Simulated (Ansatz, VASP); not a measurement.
## One calculation of C, two programs

```
C
1.0
     0.00000    1.77844    1.77844
     1.77844    0.00000    1.77844
     1.77844    1.77844    0.00000
C
2
Direct
  0.50000 0.50000 0.50000
  0.75000 0.75000 0.75000
```

Alike in both runs: functional PBE; dispersion D3(BJ); k mesh 12 × 12 × 12; occupations gaussian, width 0.02 eV; no spin polarisation.

Ansatz relaxed the structure, and its values are those at the end. VASP's run is a single point on that final structure, the one shown.

|  | VASP | Ansatz |
| --- | --- | --- |
| version | VASP 6.6.1 | Ansatz 0.2.0 |
| potentials or method | VASP PAW PBE potentials, release 64 (C) | scalar-relativistic, plane waves, PAW |
| plane-wave cutoff (eV) | 520 | 420 |
| valence electrons in the cell | 8 | 8 |

|  | VASP | Ansatz | Ansatz less VASP |
| --- | --- | --- | --- |
| gap on the k mesh at the Fermi level (eV) | 4.17 | 4.18 | +0.008 |
| least direct gap on the mesh (eV) | 5.61 | 5.62 | +0.004 |
| pressure (GPa) | 0.7 | 0.0 | -0.72 |
